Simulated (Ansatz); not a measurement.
**P: phonons across the zone**

Level of theory: DFT PBE, scalar-relativistic, plane waves, PAW in Ansatz. Cutoff 420 eV, 24×24×24 k-points (Γ-centred), Fermi-Dirac smearing of 0.15 eV. No spin polarisation. Phonons by linear response, acoustic sum rule imposed.

Relaxed structure:
```yaml
crystal:
  lattice:
    - [2.44721, 0.00000, 0.00000]
    - [0.00000, 2.44721, 0.00000]
    - [0.00000, 0.00000, 2.44721]
  atoms:
    - { symbol: P, position: [0.50000, 0.50000, 0.50000] }
```

It was reached by relaxing an invented guess, and it needn't be the stable form of this composition. In a metal, frequencies and elastic constants depend on the k mesh and the smearing, soft modes and shear constants most. Some empty bands missed the eigensolver's threshold. This form isn't the element's ground state: it lies 89 meV/atom above the standard structure at this level.

Force constants from linear response on a 4×4×4 q mesh.

(1) Is the structure dynamically stable on the q mesh?

(2) Give the frequencies (cm⁻¹) at the zone-boundary points of high symmetry (interpolated where a point lies off the q mesh).

Results:

(1) No: at q = (-0.500, -0.500, -0.500) a mode is imaginary, 238i cm⁻¹.

(2)
| point | q | frequencies |
| --- | --- | --- |
| X | 0.000 0.500 0.000 | 136 174 174 |
| M | 0.500 0.500 0.000 | 196 196 244 |
| R | 0.500 0.500 0.500 | 238i 238i 238i |
